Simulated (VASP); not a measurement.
PbSe: relaxation of the atoms with r2SCAN

**Experimental background.**

A printed reference work, monograph reports, for a bulk crystal of PbSe at 4.2 K: band gap 0.15 eV (direct).

The system is PbSe.

```
CELL_PARAMETERS angstrom
0.00000 3.08938 3.08938
3.08938 0.00000 3.08938
3.08938 3.08938 0.00000
ATOMIC_POSITIONS crystal
Pb 0.00000 0.00000 0.00000
Se 0.50000 0.50000 0.50000
```

```json
{
 "Program": "VASP 6.6.1",
 "Task": "relaxation of the atoms",
 "Functional": "r2SCAN",
 "Potentials or basis": "VASP PAW PBE potentials, release 64 (Pb_d, Se)",
 "Cutoff": "520 eV",
 "k mesh": "8 × 8 × 8",
 "Occupations": "fermi-dirac, width 0.02 eV",
 "Spin": "no spin polarisation",
 "Dipole correction": "no",
 "Further INCAR settings": "ALGO = Normal; EDIFF = 1e-06; IBRION = 2; EDIFFG = -0.01; NSW = 50"
}
```

```json
{
  "Pressure after relaxing": "0.0 GPa",
  "Band gap on the k mesh": "0.67 eV"
}
```

Final structure:
```
Pb Se
1.0
     0.00000    3.08938    3.08938
     3.08938    0.00000    3.08938
     3.08938    3.08938    0.00000
Pb Se
1 1
Direct
  0.00000 0.00000 0.00000
  0.50000 0.50000 0.50000
```

Levels at points of the mesh, in eV from the valence-band top:
```
           k point  band 7  band 8  band 9  band 10  band 11  band 12  band 13  band 14
(0.00, 0.00, 0.00)   -6.38   -1.87   -1.87    -1.87     5.00     5.00     5.00     7.04
(0.50, 0.00, 0.00)   -8.88   -1.47   -1.47     0.00     0.67     2.00     2.00     9.07
(0.50, 0.50, 0.00)   -7.48   -4.89   -3.19    -3.19     4.16     5.91     5.91     6.37
```

Wall time 78 s on 1 thread of Intel(R) Xeon(R) Platinum 8259CL CPU @ 2.50GHz (Skylake/Cascade Lake), with other jobs on the host, peak memory 0.2 GiB.

A measured gap of PbSe is 0.15 eV (direct; 4.2 K; a printed reference work, monograph); the calculated 0.67 eV misses it by +0.52 eV. 2 values of this kind are on record (0.15 to 0.28 eV); this one was drawn at random. Spin-orbit coupling on Pb, Se is left out. The value is that of r2SCAN on a finite k mesh, which can miss the band edges, without temperature or zero-point motion.

Caveat: the relaxation stopped at its first step, so nothing moved; the PAW data sets were made with another functional, which shifts forces and pressure a little; spin-orbit coupling is left out, which moves the levels of the heavy elements.
